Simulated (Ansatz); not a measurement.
# Direct or indirect: CdBrCl sheet (P3m1)

```
Cd Br Cl
1.0
     3.98873    0.00631    0.00000
     1.98650    3.45842    0.00000
     0.00000    0.00000   29.81551
Cd Br Cl
1 1 1
Direct
  0.66715 0.66547 0.31437
  0.00047 0.99886 0.36778
  0.33390 0.33215 0.26739
```

Method: Ansatz, PBE, independent particles, without spin-orbit coupling, line width 0.15 eV (Gaussian). The band structure gives a fundamental gap of 3.31 eV. The spectrum of vertical transitions near the edge:

```
E (eV)  absorbance (%), E ∥ xy
  2.82                    0.00
  2.94                    0.00
  3.06                    0.01
  3.18                    0.09
  3.30                    0.37
  3.42                    0.69
  3.54                    0.80
  3.66                    0.81
  3.78                    0.81
  3.90                    0.82
  4.02                    0.96
  4.14                    1.66
  4.26                    3.06
  4.38                    4.09
  4.50                    4.24
  4.62                    4.03
```

Is the gap direct or indirect, and about where do vertical transitions set in?

Direct: the band path has its least direct gap at the fundamental one, 3.31 eV, and the curves rise from there. Lines are broadened by 0.15 eV, which spreads the edge.

Cells made by substitution are models, which may or may not match a known phase.

[Logs are printed without paths, hosts, clocks, repeated set-up lines and the standing remarks that a program may print on its own settings, such as how far it seeks lower states.]
